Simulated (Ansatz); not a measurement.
# CdS (Greenockite) (P6_3mc) in Ansatz: band structure with HSE06

Aim: the band structure of CdS (Greenockite) with HSE06.

Program: Ansatz 0.2.0. These are calculated values, not measurements. Logs are shortened: lines on timing, memory, paths and dates and some standing lists are left out, and cuts for length are marked.

**Experimental background.**

“Isotope dependence of band-gap energy”, 2008, arxiv:0807.2152 quotes, for a bulk crystal of CdS: band gap 2.5809 ± 0.0002 eV.

How close the calculation comes is told below.

## Step 1: The crystal as given

Symmetry: P6_3mc, No. 186, hexagonal system. The conventional cell has a = 4.150 Å, b = 4.150 Å, c = 6.737 Å, α = 90.00°, β = 90.00°, γ = 120.00°. Cd (site symmetry 3m) has 4 S at 2.53 to 2.54 Å as nearest neighbours. Around S (site symmetry 3m) lie 4 Cd at 2.53 to 2.54 Å.

## Step 2: Band structure, HSE06

Input file input:

```
crystal:
  lattice:
    - [4.15, 0.0, 0.0]
    - [-2.075, 3.5940054257, 0.0]
    - [0.0, 0.0, 6.737]
  atoms:
    - { symbol: Cd, position: [0.6666666667, 0.3333333333, 0.5] }
    - { symbol: Cd, position: [0.3333333333, 0.6666666667, 0.0] }
    - { symbol: S, position: [0.6666666667, 0.3333333333, 0.875] }
    - { symbol: S, position: [0.3333333333, 0.6666666667, 0.375] }
hamiltonian:
  xc: hse06
  pseudopotentials: { kind: paw }
kpoints:
  mp_grid: { grid: [6, 6, 4] }
  band_path:
    path:
      - [[0.0, 0.0, 0.0], [0.5, 0.0, 0.0], [0.3333333333, 0.3333333333, 0.0], [0.0, 0.0, 0.0], [0.0, 0.0, 0.5], [0.5, 0.0, 0.5], [0.3333333333, 0.3333333333, 0.5], [0.0, 0.0, 0.5]]
      - [[0.5, 0.0, 0.5], [0.5, 0.0, 0.0]]
      - [[0.3333333333, 0.3333333333, 0.0], [0.3333333333, 0.3333333333, 0.5]]
    npoints: 4
scf:
  occupations: { method: fermi_dirac, width: 0.05 }
  n_extra_bands: 10
output:
  forces: true
  stress: true
  eigenvalues: true
  fatbands: false
```

Potentials or basis: Ansatz PAW.

Log:

```text
Warning: output.stress: scf.convergence.dr2_threshold = 1e-7 eV (the SCF's general default) is looser than the 4e-10 eV advised for a printed stress (1e-10 eV for each atom of the cell: 4). What an SCF threshold leaves in a stress goes as its square root, and in the free energy as the threshold itself, and one threshold admits the most on a small cell: of the crystals measured, under no hybrid functional and no lock of the moments, on runs that ended without the residual-converged pass, on stresses that held no estimate of that error, the worst erred by over 100 MPa in a component at 1e-7 eV an atom and by under 5 at 1e-10. Set scf.convergence.dr2_threshold to 4e-10 eV or tighter. The threshold is an SCF's pass mark: one that does not reach it within its budget of iterations ends unconverged, or closes short of it on a stop that the run arms, and scf.convergence.dr2_threshold's page says what that costs each kind of run
Warning: output.stress: scf.exx.energy_threshold = 1e-6 eV is looser than the 4e-8 eV advised for a stress under a hybrid functional (1e-8 eV for each atom of the cell: 4). Every SCF of the exchange loop can meet its threshold on dr2 while the loop round them stops early: no threshold on dr2 bounds what that leaves in the stress. Set scf.exx.energy_threshold to 4e-8 eV or tighter. The threshold is the loop's pass mark: a loop that does not reach it within its budget of cycles ends unconverged, and scf.exx.energy_threshold's page has the law
scf.n_extra_bands = 10 over 26 filled bands (N_el = 52.0): the run solves 36 bands
GPUs: using 1 of 1 available (devices: 1).
Engine: ansatz 0.2.0, x86_64-unknown-linux-gnu
Pseudopotentials: kind: paw
Pseudopotential: Cd, paw, valence charge 20, recommended cutoff 420 eV (normal), Cd.paw.azcp
Pseudopotential: S, paw, valence charge 6, recommended cutoff 420 eV (normal), S.paw.azcp
Functional definition: HSE06
  parameter a = 0.25
  parameter omega = 0.11/bohr
  exchange = pbe_x - a*pbe_x_sr(omega) + a*exact_x_sr(omega)
  correlation = pbe_c
device memory: the entry about to start is reckoned to put 1.1 GiB on a device that reports 62.4 GiB free (of which the cap on the GPU budget leaves the run 18.0 GiB)
GPU FFT provider: cuFFT
GPU libraries: cuBLAS 13.8.2, cuFFT 12.4.0, cuSOLVER 12.3.4
Crystal: 4 atoms, lattice volume = 100.483 Å³
Basis set: ecut = 420 eV, 1973 PW (Γ), exchange–correlation on 60×60×96 points (8 copies of the dense FFT grid, shifted against one another)
Bands: 36, of which v1, the nominal top of the filled ones, is band 26 counted from 1 (25 counted from 0)
Symmetry: 12 space group operations
Space group: P63mc (ITA 186), of the structure as read, at distance tolerance 4.6e-5 Å
k-points: 21 of 144 (time reversal used)
Non-local potential: Cd, projectors of the file, l = 0: 3, l = 1: 2, l = 2: 2, l = 3: 1
Non-local potential: S, projectors of the file, l = 0: 2, l = 1: 2, l = 2: 2
PAW form: soft (Blöchl's): semilocal exchange-correlation on the pseudo side does not see the compensation charge
PAW frozen core: Cd, regenerated for the run's functional, and the local potential with it (the file was generated under x = pbe(κ = 0.804, μ = 0.2195149727645171), c = pbe(β = 0.06672455060314922))
PAW frozen core: S, regenerated for the run's functional, and the local potential with it (the file was generated under x = pbe(κ = 0.804, μ = 0.2195149727645171), c = pbe(β = 0.06672455060314922))
PAW one-centre angular grid: Cd, 590 points (default); XC on 64 Gauss nodes
PAW one-centre angular grid: S, 110 points (default); XC on 64 Gauss nodes
Initial density: superposition of atomic densities (neutral atoms: chi_scale 0, normalization atom), corrected by the library's trained network
Initial wavefunctions: pseudopotential atomic-orbital guess
[... 45 lines left out ...]
device memory: the entry about to start is reckoned to put 0.7 GiB on a device that reports 62.7 GiB free (of which the cap on the GPU budget leaves the run 18.0 GiB)
NSCF: frozen V_eff on 39 k-points, pencils in batches of 32, up to order 160
hybrid SCF converged: 2 outer / 11 inner (+2 warm-up), last move |dexx| = 4.16e-7 eV, tail = 4.24e-8 eV
Stability not checked: this state was not tested for a lower state beside it, because the functional holds exact exchange (a hybrid, or Hartree-Fock), whose exchange loop this test does not read (fock_operator; see scf.lower_state_search)
Free energy (F): -18324.393907 eV
Frozen-core exchange: fock
Harris-Foulkes:  -18324.393907 eV  (|F-HF|=1.12e-9)
Internal energy: -18324.393907 eV  (E = F + TS)
E sigma→0 (E₀):  -18324.393907 eV
Fermi energy:    7.222898 eV
--- Per-component energies (eV) ---
  E_band       = -1147.797524
  E_kinetic    = 1225.063268
  E_local      = -8079.884809  (includes V_loc(G=0)·N_el)
  E_nonlocal   = 125.761430
  E_hartree    = 3714.525274
  E_xc         = -437.808441
  E_vxc        = -491.113221  (∫ρ·V_xc dr)
  E_exx        = -199.323910  (= α·E_x^exact, valence–valence)
  E_paw        = -9288.943819  (= ΣΔE_a)
  E_vpaw       = -958.032856  (= ΣTr[D̂ρ^β])
  E_aug_tail   = 0.000032  (compensation charges beyond the density's cutoff)
  E_ewald      = -5382.392226
  E_core_change = -1.390708  (= ΣΔE_core)
  E_smearing   = -0.000000  (= −TS)
  E_closure    = 0.000001  (closes the sum)
  Σ components = -18324.393907   (vs F -18324.393907, Δ=0.00e0)
--- Forces (eV/Å), atoms counted from 1 ---
  atom   1  Cd     0.00000000    -0.00000000    -0.07176783
  atom   2  Cd    -0.00000000     0.00000000    -0.07176783
  atom   3  S     -0.00000000    -0.00000000     0.07175279
  atom   4  S     -0.00000000     0.00000000     0.07175279
  max |Σ_I F_I| component: 3.01e-5 eV/Å
--- Stress (GPa, compression-positive) ---
        0.732065       0.000000      -0.000000
       -0.000000       0.732065      -0.000000
       -0.000000       0.000000       1.292359
  P = ⅓ Tr σ = 0.9188 GPa (9.188 kbar)
--- Band table (eV; the first three rows and the last of 21) ---
  k-point 0: bands = ["-100.2090", "-100.2089", "-59.9427", "-59.9427", "-59.9427", "-59.9427", "-59.9421", "-59.9419", "-7.3892", "-6.9413", "-2.7454", "-2.7236", "-2.7236", "-2.6366", "-2.6366", "-2.3181", "-2.3181", "-2.2336", "-2.2336", "-1.8532", "1.4748", "5.2747", "5.2747", "6.0453", "6.0873", "6.0873", "8.3048", "9.9656", "13.7153", "13.7153", "14.0584", "14.8860", "14.8860", "14.9905", "17.1183", "17.1183"]
  k-point 1: bands = ["-100.2089", "-100.2089", "-59.9427", "-59.9427", "-59.9426", "-59.9426", "-59.9420", "-59.9419", "-7.3208", "-7.0029", "-2.7139", "-2.7139", "-2.6907", "-2.6526", "-2.6526", "-2.3030", "-2.3030", "-2.2431", "-2.2431", "-2.1122", "2.1117", "5.0793", "5.3873", "5.3873", "5.9613", "5.9613", "9.1508", "10.0433", "13.5484", "13.7801", "13.7801", "14.3510", "14.5700", "14.5700", "17.6287", "17.6287"]
  k-point 2: bands = ["-100.2089", "-100.2089", "-59.9426", "-59.9426", "-59.9426", "-59.9426", "-59.9420", "-59.9420", "-7.1585", "-7.1585", "-2.6864", "-2.6864", "-2.6864", "-2.6864", "-2.4874", "-2.4874", "-2.2704", "-2.2704", "-2.2704", "-2.2704", "3.5133", "3.5133", "5.6675", "5.6675", "5.6675", "5.6675", "10.0038", "10.0038", "13.4009", "13.4009", "14.0670", "14.0670", "14.0670", "14.0670", "18.4688", "18.4688"]
  k-point 20: bands = ["-100.2089", "-100.2089", "-59.9429", "-59.9429", "-59.9426", "-59.9426", "-59.9419", "-59.9419", "-6.8439", "-6.8439", "-2.5528", "-2.5528", "-2.5304", "-2.5304", "-2.3105", "-2.3105", "-2.3020", "-2.3020", "-1.6917", "-1.6917", "1.8840", "1.8840", "3.5399", "3.5399", "4.9087", "4.9087", "11.6269", "11.6269", "13.1976", "13.1976", "13.7988", "13.7988", "16.5013", "16.5013", "17.0964", "17.0964"]
```

Run time: 74 s. Hardware: 1 × NVIDIA H100 80GB HBM3 with 2 threads of AMD EPYC 7R13 (Zen 3), shared host; peak memory 3.1 GiB.

What came out:

* Free energy: -18324.3939 eV
* Pressure: 0.9 GPa
* Largest force: 0.072 eV/Å
* Band gap on the k mesh: 2.22 eV, direct
* Band gap along the path: 2.22 eV, direct

Forces on the atoms (eV/Å):
```
Cd   0.000  0.000 -0.072
Cd   0.000  0.000 -0.072
S    0.000  0.000  0.072
S    0.000  0.000  0.072
```

Levels at the corners of the path, in eV from the valence-band top:
```tsv
point	band 22	band 23	band 24	band 25	band 26	band 27	band 28	band 29	band 30	band 31
Γ	-0.81	-0.81	-0.04	0.00	0.00	2.22	3.88	7.63	7.63	7.97
M	-3.67	-2.79	-1.98	-1.36	-0.78	4.84	4.93	6.09	7.65	8.14
K	-3.82	-3.25	-1.96	-1.96	-1.71	5.58	6.37	6.37	8.20	8.57
Γ	-0.81	-0.81	-0.04	0.00	0.00	2.22	3.88	7.63	7.63	7.97
A	-2.57	-0.42	-0.42	-0.42	-0.42	3.92	3.92	7.31	7.31	7.98
L	-4.35	-1.41	-1.41	-1.40	-1.40	4.51	4.51	6.50	6.50	9.10
H	-4.20	-2.55	-2.55	-1.18	-1.18	5.54	5.54	7.11	7.11	7.71
A	-2.57	-0.42	-0.42	-0.42	-0.42	3.92	3.92	7.31	7.31	7.98
L	-4.35	-1.41	-1.41	-1.40	-1.40	4.51	4.51	6.50	6.50	9.10
M	-3.67	-2.79	-1.98	-1.36	-0.78	4.84	4.93	6.09	7.65	8.14
K	-3.82	-3.25	-1.96	-1.96	-1.71	5.58	6.37	6.37	8.20	8.57
H	-4.20	-2.55	-2.55	-1.18	-1.18	5.54	5.54	7.11	7.11	7.71
```

Caveat: the PAW data sets come from PBE, with cores solved anew for the run's functional, which leaves a small shift of forces and pressure; the thresholds are loose for stress.

## Step 3: Comparison with measurements

Step 2. Measured gap of CdS: 2.5809 eV (quoted in “Isotope dependence of band-gap energy”, 2008, arxiv:0807.2152). This calculation gives 2.22 eV (-0.36 eV). Spin-orbit coupling on Cd is left out. The value is that of HSE06, without temperature or zero-point motion.
